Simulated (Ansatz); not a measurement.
# KCl: experiment and calculation

**Experimental background.**

A printed reference work, data compilation reports, for a bulk crystal of KCl at 298.15 K: lattice constant a 6.29294 Å.

A printed reference work, monograph reports, for a bulk crystal of KCl: band gap 8.68 eV.

A printed reference work, textbook reports, for a bulk crystal of KCl at 80 K: high-frequency dielectric constant 2.19.

The runs below are set against these values where they give the same quantity.

These are results of Ansatz, DFT r2SCAN, scalar-relativistic, plane waves, PAW, not measurements.

Plane waves to 500 eV, a k mesh through Γ of 6×6×6 on the computed 2-atom cell and Gaussian smearing (0.02 eV); no spin polarisation.

Relaxed structure, symmetry kept:

```
K Cl
1.0
     0.00000    3.14647    3.14647
     3.14647    0.00000    3.14647
     3.14647    3.14647    0.00000
K Cl
1 1
Direct
  0.00000 0.00000 0.00000
  0.50000 0.50000 0.50000
```

```
Space group                                                                                                                                 : Fm-3m (No. 225)
Volume per atom                                                                                                                             : 31.15 Å³
Formation energy from the elements' standard states (uncorrected)                                                                           : -2.238 eV/atom
Generalised Kohn–Sham band gap                                                                                                              : 5.83 eV, direct at Γ
Löwdin character of the top 1 eV of the valence band                                                                                        : Cl 3p 96 %
Löwdin character of the lowest 1 eV of the conduction band                                                                                  : K 4s 77 %, Cl 3s 14 %
Electron masses at the edge by Cartesian direction of the standard setting (m_e; degenerate bands sorted by energy; no spin-orbit coupling) : x: 0.45; y: 0.45; z: 0.45
Hole masses at the edge by Cartesian direction of the standard setting (m_e; degenerate bands sorted by energy; no spin-orbit coupling)     : x: 5.1, 5.1, 0.74; y: 5.1, 5.1, 0.74; z: 5.1, 5.1, 0.74
Bulk modulus                                                                                                                                : 19.1 GPa
Its pressure derivative                                                                                                                     : 4.9
Electronic dielectric constant xx, yy, zz of the standard setting (independent particles)                                                   : 2.4, 2.4, 2.4
Bader charges (e)                                                                                                                           : K (1 in the cell) 0.85, Cl (1 in the cell) -0.85
```

A measured lattice constant a of KCl is 6.29294 Å (298.15 K; a printed reference work, data compilation); the calculated 6.293 Å misses it by 0.0 %. That is within the rounding of the quoted value. The calculation is for 0 K without zero-point motion. Measured band gap of KCl: 8.68 eV (a printed reference work, monograph). This calculation gives 5.83 eV (-2.85 eV). Kohn–Sham gaps of semilocal functionals fall short of measured ones as a rule. Measured high-frequency dielectric constant of KCl: 2.19 (80 K; a printed reference work, textbook). This calculation gives 2.43 (+11.0 %). Local fields are left out.